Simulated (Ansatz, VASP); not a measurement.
## One calculation of Ru, two programs

```
Ru
1.0
     2.67277    0.00000    0.00000
    -1.33639    2.31469    0.00000
     0.00000    0.00000    4.22815
Ru
2
Direct
  0.33333 0.66667 0.25000
  0.66667 0.33333 0.75000
```

Alike in both runs: functional LDA; k mesh 9 × 9 × 6; occupations gaussian, width 0.1 eV; no spin polarisation.

Ansatz relaxed the structure, and its values are those at the end. VASP's run is a single point on that final structure, the one shown.

|  | VASP | Ansatz |
| --- | --- | --- |
| version | VASP 6.6.1 | Ansatz 0.2.0 |
| potentials or method | VASP PAW LDA potentials, release 64 (Ru_pv) | scalar-relativistic, plane waves, PAW |
| plane-wave cutoff (eV) | 520 | 420 |
| valence electrons in the cell | 28 | 32 |

|  | VASP | Ansatz | Ansatz less VASP |
| --- | --- | --- | --- |
| gap on the k mesh at the Fermi level (eV) | none | none | - |
| pressure (GPa) | 1.0 | 0.0 | -1.01 |

A gap of «none» marks a metal or a gap that the smearing closes. The two sets of potentials don't hold the same shells in valence.
